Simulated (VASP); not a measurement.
# InAs (F-43m) in VASP: further runs, part 2 of 3

VASP 6.6.1. Earlier steps stand in the parts before.

### 4 Relaxation of cell and atoms, RPBE+D4

This run uses another cell than the first one, of 27.49 Å³/atom.

The input, INCAR:

```
SYSTEM = InAs
  ALGO = Normal
  EDIFF = 1E-6
  EDIFFG = -0.005
  ENCUT = 600
  GGA = RP
  IBRION = 2
  ISIF = 3
  ISMEAR = -1
  IVDW = 13
  LASPH = .TRUE.
  LCHARG = .FALSE.
  LREAL = .FALSE.
  LWAVE = .FALSE.
  NELM = 80
  NSW = 80
  PREC = Accurate
  SIGMA = 0.05
```

The input, KPOINTS:

```
k-points
0
G
  8 8 8
  0 0 0
```

The input, POSCAR:

```
InAs
1.0
    0.0000000000      3.0180000000      3.0180000000
    3.0180000000      0.0000000000      3.0180000000
    3.0180000000      3.0180000000      0.0000000000
In As
1 1
Direct
    0.0000000000      0.0000000000      0.0000000000
    0.7500000000      0.7500000000      0.7500000000
```

Potentials or basis: VASP PAW PBE potentials, release 64 (In_d, As).

Started as:

```
$ cat potpaw_PBE.64/In_d/POTCAR potpaw_PBE.64/As/POTCAR > POTCAR
$ mpirun -np 1 vasp_std > vasp.out
```

OUTCAR:

```text
SYSTEM = InAs
   EDIFF = 1E-6
   EDIFFG = -0.005
   ENCUT = 600
   GGA = RP
   IBRION = 2
   ISIF = 3
   ISMEAR = -1
   IVDW = 13
   LASPH = .TRUE.
   LREAL = .FALSE.
   NELM = 80
   NSW = 80
   PREC = Accurate

 ion  position               nearest neighbor table
   1  0.000  0.000  0.000-   2 2.61   2 2.61   2 2.61   2 2.61
   2  0.750  0.750  0.750-   1 2.61   1 2.61   1 2.61   1 2.61

  LATTYP: Found a face centered cubic cell.
 ALAT       =     6.0360000000

  Lattice vectors:

 A1 = (   0.0000000000,   3.0180000000,   3.0180000000)
 A2 = (   3.0180000000,   0.0000000000,   3.0180000000)
 A3 = (   3.0180000000,   3.0180000000,   0.0000000000)

Analysis of symmetry for initial positions (statically):
=====================================================================
 Subroutine PRICEL returns:
 Original cell was already a primitive cell.

 Routine SETGRP: Setting up the symmetry group for a
 face centered cubic supercell.

 Subroutine GETGRP returns: Found 24 space group operations
 (whereof 24 operations were pure point group operations)
 out of a pool of 48 trial point group operations.

The static configuration has the point symmetry T_d .

Analysis of symmetry for dynamics (positions and initial velocities):
=====================================================================
 Subroutine PRICEL returns:
 Original cell was already a primitive cell.

 Routine SETGRP: Setting up the symmetry group for a
 face centered cubic supercell.

 Subroutine GETGRP returns: Found 24 space group operations
 (whereof 24 operations were pure point group operations)
 out of a pool of 48 trial point group operations.

The dynamic configuration has the point symmetry T_d .

 Subroutine INISYM returns: Found 24 space group operations
 (whereof 24 operations are pure point group operations),
 and found     1 'primitive' translations

----------------------------------------------------------------------------------------

                                     Primitive cell

  volume of cell :      54.9778

  direct lattice vectors                    reciprocal lattice vectors
     0.000000000  3.018000000  3.018000000    -0.165672631  0.165672631  0.165672631
     3.018000000  0.000000000  3.018000000     0.165672631 -0.165672631  0.165672631
     3.018000000  3.018000000  0.000000000     0.165672631  0.165672631 -0.165672631

  length of vectors
     4.268096531  4.268096531  4.268096531     0.286953414  0.286953414  0.286953414

  position of ions in fractional coordinates (direct lattice)
     0.000000000  0.000000000  0.000000000
     0.750000000  0.750000000  0.750000000

  ion indices of the primitive-cell ions
   primitive index   ion index
                 1           1
                 2           2

----------------------------------------------------------------------------------------

 KPOINTS: k-points

Automatic generation of k-mesh.
 Grid dimensions read from file:
 generate k-points for:    8    8    8

 Generating k-lattice:

  Cartesian coordinates                     Fractional coordinates (reciprocal lattice)
    -0.020709079  0.020709079  0.020709079     0.125000000  0.000000000  0.000000000
     0.020709079 -0.020709079  0.020709079     0.000000000  0.125000000  0.000000000
     0.020709079  0.020709079 -0.020709079     0.000000000  0.000000000  0.125000000

  Length of vectors
     0.035869177  0.035869177  0.035869177

  Shift w.r.t. Gamma in fractional coordinates (k-lattice)
     0.000000000  0.000000000  0.000000000

 Subroutine IBZKPT returns following result:
 ===========================================

 Found     29 irreducible k-points:

 Following reciprocal coordinates:
            Coordinates               Weight
  0.000000  0.000000  0.000000      1.000000
  0.125000  0.000000  0.000000      8.000000
  0.250000  0.000000  0.000000      8.000000
  0.375000  0.000000  0.000000      8.000000
  0.500000  0.000000  0.000000      4.000000
  0.125000  0.125000  0.000000      6.000000
[... 16 lines left out ...]
  0.500000  0.250000  0.125000     48.000000
 -0.375000  0.250000  0.125000     24.000000
 [... further k-points ...]
   k-points           NKPTS =     29   k-points in BZ     NKDIM =     29   number of bands    NBANDS=     13
   number of dos      NEDOS =    301   number of ions     NIONS =      2
   total plane-waves  NPLWV =  46656
   dimension x,y,z NGX =    36 NGY =   36 NGZ =   36
   dimension x,y,z NGXF=    72 NGYF=   72 NGZF=   72
   ions per type =               1   1
   NGX,Y,Z   is equivalent  to a cutoff of  14.02, 14.02, 14.02 a.u.
   NGXF,Y,Z  is equivalent  to a cutoff of  28.04, 28.04, 28.04 a.u.
 SYSTEM =  InAs
   PREC   = accura    normal or accurate (medium, high low for compatibility)
   ISTART =      0    job   : 0-new  1-cont  2-samecut
   ICHARG =      2    charge: 1-file 2-atom 10-const
   ISPIN  =      1    spin polarized calculation?
   LNONCOLLINEAR =      F non collinear calculations
   LSORBIT =      F    spin-orbit coupling
   LASPH  =      T    aspherical Exc in radial PAW
   ENCUT  =  600.0 eV  44.10 Ry    6.64 a.u.   8.52  8.52  8.52*2*pi/ulx,y,z
   NELM   =     80;   NELMIN=  2; NELMDL= -5     # of ELM steps
   EDIFF  = 0.1E-05   stopping-criterion for ELM
   LREAL  =      F    real-space projection
   EDIFFG = -.5E-02   stopping-criterion for IOM
   NSW    =     80    number of steps for IOM
   IBRION =      2    ionic relax: 0-MD 1-quasi-New 2-CG
   NFREE  =      1    steps in history (QN), initial steepest desc. (CG)
   ISIF   =      3    stress and relaxation
   ISYM   =      2    0-nonsym 1-usesym 2-fastsym
   POTIM  = 0.5000    time-step for ionic-motion
   TEBEG  =    0.0;   TEEND  =   0.0 temperature during run
   PSTRESS=    0.0 pullay stress
   NELECT =      18.0000    total number of electrons
   NUPDOWN=      -1.0000    fix difference up-down
   EMIN   =  10.00;   EMAX   =-10.00  energy-range for DOS
   EFERMI =   0.00;   METHOD = LEGACY
   ISMEAR =    -1;   SIGMA  =   0.05  broadening in eV -4-tet -1-fermi 0-gaus
   EFERMI_NEDOS =   21; number of points for ismear=-14 and -15
   IALGO  =     38    algorithm
   IMIX   =      4    mixing-type and parameters
     AMIX     =   0.40;   BMIX     =  1.00
     AMIX_MAG =   1.60;   BMIX_MAG =  1.00
  volume/ion in A,a.u.               =      27.49       185.50
  Fermi-wavevector in a.u.,A,eV,Ry     =   1.128331  2.132236 17.321990  1.273130
  Thomas-Fermi vector in A             =   2.265020
   LORBIT       =      0    0 simple, 1 ext, 2 COOP (PROOUT), +10 PAW based schemes
   GGA     = RP    functional components
   LHFCALC =     F    Hartree Fock is set to
   AEXX    =    0.0000 exact exchange contribution
   IVDW    =    13    specifies the selected vdW correction
   LEPSILON=     F    determine dielectric tensor
   LRPA    =     F    only Hartree local field effects (RPA)
 conjugate gradient relaxation of ions
 non-spin polarized calculation
  energy-cutoff  :      600.00
  volume of cell :       54.98
 maximum number of plane-waves:      1856
 NGX is ok and might be reduce to    36
   NGX = 17   NGY = 17   NGZ = 17

--------------------------------------- Ionic step        1  -------------------------------------------

 number of electron      18.0000003 magnetization

 Free energy of the ion-electron system (eV)
  ---------------------------------------------------
  ext. energy  EPLUGINS =         0.00000000
  ---------------------------------------------------
  free energy    TOTEN  =        -6.94376326 eV

  energy without entropy =       -6.94319347  energy(sigma->0) =       -6.94347837

 E-fermi :   4.7311     XC(G=0):  -8.9472

 val. band max:        4.6748542979   @ k =   0.0000   0.0000   0.0000
 cond. band min:       5.7421050707   @ k =   0.5000   0.0000   0.0000
 fundamental gap:      1.0672507728
 Fermi energy:         4.7310785432

 k-point     1 :       0.0000    0.0000    0.0000
  band No.  band energies     occupation
      1      -9.7528      2.00000
      2      -9.7528      2.00000
      3      -9.7528      2.00000
      4      -9.6265      2.00000
      5      -9.6265      2.00000
      6      -7.1801      2.00000
      7       4.6332      1.75252
      8       4.6749      1.50964
      9       4.6749      1.50964
     10       4.6749      1.50964
     11       8.6275      0.00000
     12       8.6275      0.00000
     13       8.6275      0.00000
[... 445 lines left out ...]
  energy  without entropy=       -8.1782039099  energy(sigma->0) =       -8.17849320

--------------------------------------- Ionic step        3  -------------------------------------------

 number of electron      18.0000002 magnetization

 Free energy of the ion-electron system (eV)
  ---------------------------------------------------
  ext. energy  EPLUGINS =         0.00000000
  ---------------------------------------------------
  free energy    TOTEN  =        -7.00319645 eV

  energy without entropy =       -7.00262581  energy(sigma->0) =       -7.00291113

 E-fermi :   4.3831     XC(G=0):  -8.7902

 val. band max:        4.3324366639   @ k =   0.0000   0.0000   0.0000
 cond. band min:       5.3263719608   @ k =   0.5000   0.0000   0.0000
 fundamental gap:      0.9939352969
 Fermi energy:         4.3831145630

 k-point     1 :       0.0000    0.0000    0.0000
  band No.  band energies     occupation
      1     -10.0289      2.00000
      2     -10.0289      2.00000
      3     -10.0289      2.00000
      4      -9.9165      2.00000
      5      -9.9165      2.00000
      6      -7.3033      2.00000
      7       4.1143      1.99080
      8       4.3324      1.46743
      9       4.3324      1.46743
     10       4.3324      1.46743
     11       8.2703      0.00000
     12       8.2703      0.00000
     13       8.2703      0.00000
[... 401 lines left out ...]
  FREE ENERGIE OF THE ION-ELECTRON SYSTEM (eV)
  ---------------------------------------------------
  free  energy   TOTEN  =        -8.1808562539 eV

  energy  without entropy=       -8.1802856120  energy(sigma->0) =       -8.18057093

 reached required accuracy - stopping structural energy minimisation
```

OSZICAR:

```text
N       E                     dE             d eps       ncg     rms          rms(c)
DAV:   1     0.117146742698E+03    0.11715E+03   -0.93032E+03   754   0.164E+03
[... 27 lines left out ...]
DAV:   2    -0.700847132582E+01    0.30810E-01   -0.66251E-02   919   0.661E+00    0.443E-01
DAV:   3    -0.700324896877E+01    0.52224E-02   -0.15902E-02   999   0.287E+00    0.253E-01
DAV:   4    -0.700322732073E+01    0.21648E-04   -0.62349E-04   769   0.261E-01    0.180E-01
DAV:   5    -0.700318629791E+01    0.41023E-04   -0.95088E-05   904   0.983E-02    0.701E-02
DAV:   6    -0.700320063935E+01   -0.14341E-04   -0.43992E-05  1089   0.809E-02    0.188E-02
DAV:   7    -0.700319638560E+01    0.42537E-05   -0.49900E-06   879   0.394E-02    0.211E-03
DAV:   8    -0.700319645255E+01   -0.66948E-07   -0.66351E-07   502   0.167E-02
   3 F= -.81808563E+01 E0= -.81805709E+01  d E =-.116171E-01
```

CONTCAR:

```text
InAs
   1.00000000000000
     0.0000000000000000    3.0527866152329506    3.0527866152329506
     3.0527866152329506    0.0000000000000000    3.0527866152329506
     3.0527866152329506    3.0527866152329506   -0.0000000000000000
  In              As
     1     1
Direct
     0.0000000000000000    0.0000000000000000    0.0000000000000000
     0.7500000000000000    0.7500000000000000    0.7500000000000000

  0.00000000E+00  0.00000000E+00  0.00000000E+00
  0.00000000E+00  0.00000000E+00  0.00000000E+00
```

Wall time 1.8 min (1 thread of Intel Xeon 8259CL, shared host); peak memory 0.23 GiB.

What came out:

```
Free energy                           : -8.1809 eV
Relaxed volume                        : 28.45 Å³/atom
Relaxed cell                          : a = 4.317 Å, b = 4.317 Å, c = 4.317 Å, α = 60.00°, β = 60.00°, γ = 60.00°
Space group after relaxing (to 0.1 Å) : F-43m (No. 216)
Energy gained by relaxing             : 5.8 meV/atom
Ionic steps                           : 3
Pressure after relaxing               : 0.0 GPa
Band gap on the k mesh                : zero (filled and empty bands touch)
Dispersion energy per atom            : -0.589 eV
```

Step by step:
| step | energy change (eV) | largest force (eV/Å) | pressure (GPa) | volume (Å³) |
| --- | --- | --- | --- | --- |
| 1 | 0.0000 | 0.0000 | 2.01 | 54.98 |
| 2 | -0.0095 | 0.0000 | -0.78 | 57.76 |
| 3 | -0.0116 | 0.0000 | 0.02 | 56.90 |

Final structure:
```xyz
2
Lattice="0.0000 3.0528 3.0528 3.0528 0.0000 3.0528 3.0528 3.0528 0.0000" Properties=species:S:1:pos:R:3 pbc="T T T"
In    0.0000    0.0000    0.0000
As    4.5792    4.5792    4.5792
```

Levels at points of the mesh, in eV from the Fermi level:
```
           k point  band 5  band 6  band 7  band 8  band 9  band 10  band 11  band 12  band 13
(0.00, 0.00, 0.00)  -14.30  -11.69   -0.27   -0.05   -0.05    -0.05     3.89     3.89     3.89
(0.50, 0.00, 0.00)  -14.29  -10.31   -5.62   -0.99   -0.99     0.94     4.66     4.66     6.94
(0.50, 0.50, 0.00)  -14.28   -9.80   -5.72   -2.26   -2.26     1.66     2.09     9.09     9.09
```

Caveat: semilocal functionals underestimate gaps, so a narrow gap can read as zero; the PAW data sets were made with another functional, which shifts forces and pressure a little; spin-orbit coupling is left out, which moves the levels of the heavy elements. Zero-point motion and thermal expansion aren't in these numbers.

### 5 Relaxation of cell and atoms, PBEsol+D4

This run uses another cell than the first one, of 27.49 Å³/atom.

The input, INCAR:

```
SYSTEM = InAs
ALGO = Normal
EDIFF = 1E-7
EDIFFG = -0.005
ENCUT = 600
GGA = PS
IBRION = 2
ISIF = 3
ISMEAR = -1
IVDW = 13
LASPH = .TRUE.
LCHARG = .FALSE.
LREAL = .FALSE.
LWAVE = .FALSE.
NELM = 80
NSW = 80
PREC = Accurate
SIGMA = 0.05
```

KPOINTS is that of step 4.

POSCAR is that of step 4.

Started as:

```
$ cat potpaw_PBE.64/In_d/POTCAR potpaw_PBE.64/As/POTCAR > POTCAR
$ mpirun -np 1 vasp_std > vasp.out
```

It took 1.8 min on 1 thread of Intel Xeon 8259CL, shared host; peak memory 0.23 GiB.

The run converged. Its results:

```
Free energy                           : -8.8878 eV
Relaxed volume                        : 27.72 Å³/atom
Relaxed cell                          : a = 4.280 Å, b = 4.280 Å, c = 4.280 Å, α = 60.00°, β = 60.00°, γ = 60.00°
Space group after relaxing (to 0.1 Å) : F-43m (No. 216)
Energy gained by relaxing             : 0.4 meV/atom
Ionic steps                           : 3
Pressure after relaxing               : 0.0 GPa
Band gap on the k mesh                : zero (filled and empty bands touch)
Dispersion energy per atom            : -0.202 eV
```

The path:
```csv
step,energy change (eV),largest force (eV/Å),pressure (GPa),volume (Å³)
1,0.0000,0.0000,0.52,54.98
2,-0.0006,0.0000,-0.25,55.69
3,-0.0008,0.0000,0.01,55.45
```

Final structure:
```xyz
2
Lattice="0.0000 3.0266 3.0266 3.0266 0.0000 3.0266 3.0266 3.0266 0.0000" Properties=species:S:1:pos:R:3 pbc="T T T"
In    0.0000    0.0000    0.0000
As    4.5398    4.5398    4.5398
```

Levels at points of the mesh, in eV from the Fermi level:
| k point | band 5 | band 6 | band 7 | band 8 | band 9 | band 10 | band 11 | band 12 | band 13 |
| --- | --- | --- | --- | --- | --- | --- | --- | --- | --- |
| (0.00, 0.00, 0.00) | -14.25 | -11.92 | -0.35 | -0.05 | -0.05 | -0.05 | 3.81 | 3.81 | 3.81 |
| (0.50, 0.00, 0.00) | -14.24 | -10.44 | -5.85 | -1.04 | -1.04 | 0.82 | 4.57 | 4.57 | 6.66 |
| (0.50, 0.50, 0.00) | -14.23 | -9.90 | -5.92 | -2.38 | -2.38 | 1.40 | 1.93 | 9.01 | 9.15 |

Caveat: semilocal functionals underestimate gaps, so a narrow gap can read as zero; the PAW data sets were made with another functional, which shifts forces and pressure a little; spin-orbit coupling is left out, which moves the levels of the heavy elements. Zero-point motion and thermal expansion aren't in these numbers.

[end of part 2 of 3]
